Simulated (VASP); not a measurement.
# Na3H8 (Fm-3m) in VASP: further runs, part 2 of 2

VASP 6.6.1. The steps go on from the part before.

### 3 Relaxation of cell and atoms, PBE (random cell by space group and Wyckoff sites (Fm-3m, No. 225))

INCAR

```
ALGO     = Fast           # electronic algorithm
EDIFF    = 1E-6           # SCF threshold, eV
EDIFFG   = -0.01          # ionic threshold
ENCUT    = 600            # plane-wave cutoff, eV
GGA      = PE             # functional
IBRION   = 2              # ionic algorithm
ISIF     = 3              # what is computed and relaxed
ISMEAR   = 0              # smearing method
LASPH    = True           # aspherical terms in the spheres
LCHARG   = False          # write CHGCAR
LREAL    = False          # projectors in reciprocal space
LWAVE    = False          # write WAVECAR
NELM     = 100            # most SCF steps
NSW      = 100            # ionic steps
PREC     = Accurate       # precision mode
SIGMA    = 0.1            # smearing width, eV
```

KPOINTS

```
k-points
0
Gamma
  8 8 8
```

POSCAR

```
Na3H8
1.0
    0.0000000000      4.5663121514      4.5663121514
    4.5663121514      0.0000000000      4.5663121514
    4.5663121514      4.5663121514      0.0000000000
Na H
3 8
Direct
    0.2500000000      0.2500000000      0.2500000000
    0.7500000000      0.7500000000      0.7500000000
    0.0000000000      0.0000000000      0.0000000000
    0.4370792149      0.4370792149      0.4370792149
    0.4370792149      0.4370792149      0.6887623553
    0.4370792149      0.6887623553      0.4370792149
    0.6887623553      0.4370792149      0.4370792149
    0.5629207851      0.5629207851      0.3112376447
    0.5629207851      0.5629207851      0.5629207851
    0.5629207851      0.3112376447      0.5629207851
    0.3112376447      0.5629207851      0.5629207851
```

Potentials or basis: VASP PAW PBE potentials, release 64 (Na_pv, H).

The run is started by

```sh
cat potpaw_PBE.64/Na_pv/POTCAR potpaw_PBE.64/H/POTCAR > POTCAR
mpirun -np 1 vasp_std > vasp.out
```

OUTCAR:

```text
EDIFF = 1E-6
   EDIFFG = -0.01
   ENCUT = 600
   GGA = PE
   IBRION = 2
   ISIF = 3
   ISMEAR = 0
   LASPH = True
   LREAL = False
   NELM = 100
   NSW = 100
   PREC = Accurate

 ion  position               nearest neighbor table
   1  0.250  0.250  0.250-
   2  0.750  0.750  0.750-
   3  0.000  0.000  0.000-
   4  0.437  0.437  0.437-
   5  0.437  0.437  0.689-
   6  0.437  0.689  0.437-
   7  0.689  0.437  0.437-
   8  0.563  0.563  0.311-
   9  0.563  0.563  0.563-
  10  0.563  0.311  0.563-
  11  0.311  0.563  0.563-

  LATTYP: Found a face centered cubic cell.
 ALAT       =     9.1326243028

  Lattice vectors:

 A1 = (   0.0000000000,   4.5663121514,   4.5663121514)
 A2 = (   4.5663121514,   0.0000000000,   4.5663121514)
 A3 = (   4.5663121514,   4.5663121514,   0.0000000000)

Analysis of symmetry for initial positions (statically):
=====================================================================
 Subroutine PRICEL returns:
 Original cell was already a primitive cell.

 Routine SETGRP: Setting up the symmetry group for a
 face centered cubic supercell.

 Subroutine GETGRP returns: Found 48 space group operations
 (whereof 48 operations were pure point group operations)
 out of a pool of 48 trial point group operations.

The static configuration has the point symmetry O_h .

Analysis of symmetry for dynamics (positions and initial velocities):
=====================================================================
 Subroutine PRICEL returns:
 Original cell was already a primitive cell.

 Routine SETGRP: Setting up the symmetry group for a
[... 208 lines left out ...]
      3.99168      5.14094      3.99168         0.010190     -0.010190      0.010190
      5.14094      3.99168      3.99168        -0.010190      0.010190      0.010190
 -----------------------------------------------------------------------------------
    total drift:                                0.000000      0.000000      0.000000

  FREE ENERGIE OF THE ION-ELECTRON SYSTEM (eV)
  ---------------------------------------------------
  free  energy   TOTEN  =       -23.9816581667 eV

  energy  without entropy=      -23.9611712373  energy(sigma->0) =      -23.97141470

--------------------------------------- Ionic step        2  -------------------------------------------

 number of electron      28.9999990 magnetization

 Free energy of the ion-electron system (eV)
  ---------------------------------------------------
  ext. energy  EPLUGINS =         0.00000000
  ---------------------------------------------------
  free energy    TOTEN  =       -23.98174358 eV

  energy without entropy =      -23.96126423  energy(sigma->0) =      -23.97150390

 E-fermi :   0.0237     XC(G=0):  -6.2642

 val. band max:        0.0182294269   @ k =   0.5000   0.2500   0.1250
 cond. band min:       0.0743445342   @ k =   0.3750   0.1250   0.0000
 fundamental gap:      0.0561151073
 Fermi energy:         0.0236819347

 k-point     1 :       0.0000    0.0000    0.0000
  band No.  band energies     occupation
      1     -25.4493      2.00000
      2     -25.4493      2.00000
      3     -25.4493      2.00000
      4     -25.4479      2.00000
      5     -25.4479      2.00000
      6     -25.4479      2.00000
[... 541 lines left out ...]
     19       2.4136      0.00000
     20       2.6309      0.00000

 [... further k-points ...]
[... 5 lines left out ...]
  --------------------------------------------------------------------------------------
  -------------------------------------------------------------------------------------
  Total        0.0340150      0.0340150      0.0340150      0.0000000      0.0000000     -0.0000000
  in kB        0.2861791      0.2861791      0.2861791      0.0000000      0.0000000     -0.0000000
  external PRESSURE =       0.2861791 kB  Pullay stress =       0.0000000 kB

 VOLUME and BASIS-vectors are now :
 -----------------------------------------------------------------------------
  energy-cutoff  :      600.00
  volume of cell :      190.43
      direct lattice vectors                 reciprocal lattice vectors
     0.000000000  4.566371452  4.566371452    -0.109496130  0.109496130  0.109496130
     4.566371452 -0.000000000  4.566371452     0.109496130 -0.109496130  0.109496130
     4.566371452  4.566371452  0.000000000     0.109496130  0.109496130 -0.109496130

 POSITION                                       TOTAL-FORCE (eV/Angst)
 -----------------------------------------------------------------------------------
      2.28319      2.28319      2.28319         0.000000      0.000000      0.000000
      6.84956      6.84956      6.84956        -0.000000     -0.000000     -0.000000
      4.56637      4.56637      9.13274         0.000000     -0.000000      0.000000
      3.99222      3.99222      3.99222         0.004252      0.004252      0.004252
      5.14052      5.14052      3.99222        -0.004252     -0.004252      0.004252
      5.14052      3.99222      5.14052        -0.004252      0.004252     -0.004252
      3.99222      5.14052      5.14052         0.004252     -0.004252     -0.004252
      3.99222      3.99222      5.14052         0.004252      0.004252     -0.004252
      5.14052      5.14052      5.14052        -0.004252     -0.004252     -0.004252
      3.99222      5.14052      3.99222         0.004252     -0.004252      0.004252
      5.14052      3.99222      3.99222        -0.004252      0.004252      0.004252
 -----------------------------------------------------------------------------------
    total drift:                                0.000000      0.000000      0.000000

  FREE ENERGIE OF THE ION-ELECTRON SYSTEM (eV)
  ---------------------------------------------------
  free  energy   TOTEN  =       -23.9817435801 eV

  energy  without entropy=      -23.9612642297  energy(sigma->0) =      -23.97150390

 reached required accuracy - stopping structural energy minimisation
```

OSZICAR:

```text
N       E                     dE             d eps       ncg     rms          rms(c)
DAV:   1     0.207425306443E+03    0.20743E+03   -0.14428E+04  1200   0.137E+03
DAV:   2    -0.765420270143E+01   -0.21508E+03   -0.20975E+03  1184   0.349E+02
DAV:   3    -0.248635406224E+02   -0.17209E+02   -0.16882E+02  1384   0.115E+02
[... 12 lines left out ...]
       N       E                     dE             d eps       ncg     rms          rms(c)
DAV:   1    -0.239817464284E+02   -0.88493E-04   -0.27349E-03  1216   0.233E-01    0.123E-02
RMM:   2    -0.239817440557E+02    0.23727E-05   -0.29995E-05   931   0.317E-02    0.658E-03
RMM:   3    -0.239817435337E+02    0.52193E-06   -0.14645E-05   938   0.174E-02    0.860E-04
RMM:   4    -0.239817435801E+02   -0.46339E-07   -0.15301E-06   730   0.766E-03
   2 F= -.23981744E+02 E0= -.23971504E+02  d E =-.854134E-04
```

Run time: 2.5 min. Hardware: 1 thread of Intel Xeon Platinum 8488C (Sapphire Rapids), shared host; peak memory 0.42 GiB.

Results:

- Free energy: -23.9817 eV
- Energy gained by relaxing: 0.0 meV/atom
- Ionic steps: 2
- Pressure after relaxing: 0.0 GPa
- Largest force after relaxing: 0.007 eV/Å
- Band gap on the k mesh: none (metal or under the smearing width)

Forces on the atoms (eV/Å):
```
Na   0.000  0.000  0.000
Na   0.000  0.000  0.000
Na   0.000  0.000  0.000
H    0.004  0.004  0.004
H   -0.004 -0.004  0.004
H   -0.004  0.004 -0.004
H    0.004 -0.004 -0.004
H    0.004  0.004 -0.004
H   -0.004 -0.004 -0.004
H    0.004 -0.004  0.004
H   -0.004  0.004  0.004
```

Final structure:
```yaml
crystal:
  lattice:
    - [0.00000, 4.56637, 4.56637]
    - [4.56637, 0.00000, 4.56637]
    - [4.56637, 4.56637, 0.00000]
  atoms:
    - { symbol: Na, position: [0.25000, 0.25000, 0.25000] }
    - { symbol: Na, position: [0.75000, 0.75000, 0.75000] }
    - { symbol: Na, position: [0.00000, 0.00000, 0.00000] }
    - { symbol: H, position: [0.43713, 0.43713, 0.43713] }
    - { symbol: H, position: [0.43713, 0.43713, 0.68860] }
    - { symbol: H, position: [0.43713, 0.68860, 0.43713] }
    - { symbol: H, position: [0.68860, 0.43713, 0.43713] }
    - { symbol: H, position: [0.56287, 0.56287, 0.31140] }
    - { symbol: H, position: [0.56287, 0.56287, 0.56287] }
    - { symbol: H, position: [0.56287, 0.31140, 0.56287] }
    - { symbol: H, position: [0.31140, 0.56287, 0.56287] }
```

### 4 Single point, PBE (random cell by space group and Wyckoff sites (Fm-3m, No. 225))

INCAR

```
SYSTEM = Na3H8
ALGO = Fast
EDIFF = 1E-6
ENCUT = 520
GGA = PE
ISIF = 2
ISMEAR = 0
LASPH = .True.
LCHARG = .False.
LREAL = .False.
LWAVE = .False.
NBANDS = 26
NELM = 60
PREC = Accurate
SIGMA = 0.1
```

KPOINTS

```
k-points
0
Gamma
  4 4 4
  0 0 0
```

POSCAR is that of step 3.

The run is started by

```sh
cat potpaw_PBE.64/Na_pv/POTCAR potpaw_PBE.64/H/POTCAR > POTCAR
mpirun -np 1 vasp_std > vasp.out
```

Wall time 36 s (1 thread of Intel Xeon Platinum 8488C (Sapphire Rapids), shared host); peak memory 0.3 GiB.

Results (log left out):

```
Free energy            : -23.9851 eV
Pressure               : -0.1 GPa
Largest force          : 0.006 eV/Å
Band gap on the k mesh : none (metal or under the smearing width)
```

Forces in eV/Å, atoms in the order of the input:
```
Na   0.000  0.000  0.000
Na   0.000  0.000  0.000
Na   0.000  0.000  0.000
H    0.004  0.004  0.004
H   -0.004 -0.004  0.004
H   -0.004  0.004 -0.004
H    0.004 -0.004 -0.004
H    0.004  0.004 -0.004
H   -0.004 -0.004 -0.004
H    0.004 -0.004  0.004
H   -0.004  0.004  0.004
```

Levels at points of the mesh, in eV from the Fermi level:
```tsv
k point	band 12	band 13	band 14	band 15	band 16	band 17
(0.00, 0.00, 0.00)	-5.65	-5.65	-2.14	0.95	0.95	0.95
(0.50, 0.00, 0.00)	-5.68	-5.68	-0.82	-0.47	1.18	1.18
(0.50, 0.50, 0.00)	-5.71	-5.71	-0.52	-0.04	0.22	1.81
```

### 5 Relaxation of cell and atoms, PBE (random cell by space group and Wyckoff sites (Fm-3m, No. 225))

INCAR

```
SYSTEM = Na3H8
PREC = Accurate
ENCUT = 600
EDIFF = 1E-7
ISMEAR = 0
SIGMA = 0.1
LREAL = .FALSE.
LASPH = .TRUE.
NELM = 100
ALGO = Normal
ISIF = 3
LWAVE = .FALSE.
LCHARG = .FALSE.
GGA = PE
IBRION = 2
NSW = 90
EDIFFG = -0.04
```

KPOINTS

```
Automatic mesh
0
G
  4 4 4
  0 0 0
```

POSCAR

```
Na3H8
1.0
    0.0000000000      3.7473551000      3.7473551000
    3.7473551000      0.0000000000      3.7473551000
    3.7473551000      3.7473551000      0.0000000000
Na H
3 8
Direct
    0.2500000000      0.2500000000      0.2500000000
    0.7500000000      0.7500000000      0.7500000000
    0.0000000000      0.0000000000      0.0000000000
    0.3818439200      0.3818439200      0.3818439200
    0.3818439200      0.3818439200      0.8544682400
    0.3818439200      0.8544682400      0.3818439200
    0.8544682400      0.3818439200      0.3818439200
    0.6181560800      0.6181560800      0.1455317600
    0.6181560800      0.6181560800      0.6181560800
    0.6181560800      0.1455317600      0.6181560800
    0.1455317600      0.6181560800      0.6181560800
```

The run is started by

```sh
cat potpaw_PBE.64/Na_pv/POTCAR potpaw_PBE.64/H/POTCAR > POTCAR
mpirun -np 1 vasp_std > vasp.out
```

Wall time 2.5 min (1 thread of Intel Xeon Platinum 8488C (Sapphire Rapids), shared host); peak memory 0.25 GiB.

The run converged. Its results:

```yaml
Free_energy: -23.8944 eV
Relaxed_volume: 16.02 Å³/atom
Relaxed_cell: a = 6.293 Å, b = 6.293 Å, c = 6.293 Å, α = 60.00°, β = 60.00°, γ = 60.00°
Space_group_after_relaxing_to_0.05_Å: Fm-3m (No. 225)
Energy_gained_by_relaxing: 419.8 meV/atom
Ionic_steps: 12
Pressure_after_relaxing: 0.0 GPa
Largest_force_after_relaxing: 0.014 eV/Å
Band_gap_on_the_k_mesh: none (metal or under the smearing width)
```

Forces on the atoms (eV/Å):
```
Na   0.000  0.000  0.000
Na   0.000  0.000  0.000
Na   0.000  0.000  0.000
H    0.008  0.008  0.008
H   -0.008 -0.008  0.008
H   -0.008  0.008 -0.008
H    0.008 -0.008 -0.008
H    0.008  0.008 -0.008
H   -0.008 -0.008 -0.008
H    0.008 -0.008  0.008
H   -0.008  0.008  0.008
```

The path:
| step | energy change (eV) | largest force (eV/Å) | pressure (GPa) | volume (Å³) |
| --- | --- | --- | --- | --- |
| 1 | 0.0000 | 2.3824 | 8.72 | 105.25 |
| 2 | -1.9833 | 1.3489 | 2.89 | 113.38 |
| 3 | -3.2838 | 0.4345 | -1.46 | 128.13 |
| 4 | -3.4329 | 0.4766 | -1.91 | 132.60 |
| 5 | -3.7762 | 0.5583 | -1.96 | 141.84 |
| 6 | -4.5811 | 0.0640 | 0.56 | 161.60 |
| 7 | -4.4038 | 0.8997 | 2.54 | 169.17 |
| 8 | -4.5860 | 0.0819 | 0.89 | 162.90 |
| 9 | -4.5998 | 0.0947 | 0.21 | 167.08 |
| 10 | -4.5998 | 0.1009 | 0.18 | 167.24 |
| 11 | -4.6077 | 0.0768 | 0.13 | 169.85 |
| 12 | -4.6177 | 0.0137 | 0.05 | 176.20 |

Final structure:
```
CELL_PARAMETERS angstrom
0.00000 4.44966 4.44966
4.44966 0.00000 4.44966
4.44966 4.44966 0.00000
ATOMIC_POSITIONS crystal
Na 0.25000 0.25000 0.25000
Na 0.75000 0.75000 0.75000
Na 0.00000 0.00000 0.00000
H 0.43531 0.43531 0.43531
H 0.43531 0.43531 0.69406
H 0.43531 0.69406 0.43531
H 0.69406 0.43531 0.43531
H 0.56469 0.56469 0.30594
H 0.56469 0.56469 0.56469
H 0.56469 0.30594 0.56469
H 0.30594 0.56469 0.56469
```

Levels at points of the mesh, in eV from the Fermi level:
```tsv
k point	band 11	band 12	band 13	band 14	band 15	band 16	band 17	band 18
(0.00, 0.00, 0.00)	-5.71	-5.71	-5.71	-2.22	0.87	0.87	0.87	3.05
(0.50, 0.00, 0.00)	-5.95	-5.74	-5.74	-0.87	-0.39	1.13	1.13	2.41
(0.50, 0.50, 0.00)	-5.94	-5.78	-5.78	-0.55	-0.12	0.36	1.94	1.94
```

Caveat: the k mesh is coarse (spacing up to 0.36 Å⁻¹), so the values aren't converged; the volume moved by over 15 % at a fixed basis, so the end points are rough.

### 6 The runs side by side

```tsv
task	cell	k mesh	cutoff (eV)	mesh quality	gap on the mesh (eV)	pressure (GPa)	relaxed volume (Å³/atom)	largest force (eV/Å)
single point	random cell by space group and Wyckoff sites (Fm-3m, No. 225)	8 × 8 × 8	520	not flagged	none	-0.1	-	0.02
relaxation of cell and atoms	relaxed from: random cell by space group and Wyckoff sites (Fm-3m, No. 225)	8 × 8 × 8	600	not flagged	none	0.0	17.31	0.01
single point	random cell by space group and Wyckoff sites (Fm-3m, No. 225)	4 × 4 × 4	520	not flagged	none	-0.1	-	0.01
relaxation of cell and atoms	relaxed from: random cell by space group and Wyckoff sites (Fm-3m, No. 225)	4 × 4 × 4	600	coarse	none	0.0	16.02	0.01
```

Alike in all rows: level PBE; potentials or basis VASP PAW PBE potentials, release 64 (Na_pv, H); no spin polarisation; smearing gaussian 0.1 eV.

Caveats: some runs use coarse meshes; the volume moved by over 15 % at a fixed basis, so the end points are rough (some runs).

Total energies depend on the potentials used, so only differences within one code and one set of settings carry meaning.
